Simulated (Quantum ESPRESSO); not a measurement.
Crystal: Ti2O.

```xyz
3
Lattice="2.9194 0.0000 0.0000 -1.4597 2.5283 0.0000 0.0000 0.0000 4.7130" Properties=species:S:1:pos:R:3 pbc="T T T"
Ti    0.0000    1.6855    3.3993
Ti    1.4597    0.8428    1.3137
O     0.0000    0.0000    0.0000
```

Base run:

| Item | Value |
| --- | --- |
| Program | Quantum ESPRESSO 7.5 |
| Functional | PBEsol |
| Potentials or basis | GBRV 1.5 PBEsol |
| Cutoff | 612 eV |
| Density cutoff | 4898 eV |
| k mesh | 10 × 10 × 6 |
| Occupations | fermi-dirac, width 0.05 eV |
| Spin | no spin polarisation |
| Hubbard terms | Ti d U = 2 eV |

Its results: band gap on the k mesh none (metal or under the smearing width); pressure 7.8 GPa; largest force 1.248 eV/Å.

Q: The run is repeated on the same cell with these changes: hubbard terms from Ti d U = 2 eV to Ti d U = 5 eV. What comes out?

A: Band gap on the k mesh none (metal or under the smearing width); pressure 13.1 GPa; largest force 1.185 eV/Å.

Caveats: U without spin polarisation on a metal has little footing; forces of over 1 eV/Å show positions far from the minimum, so gaps and moduli don't describe the material at rest.

Not every run made on this cell is shown here.
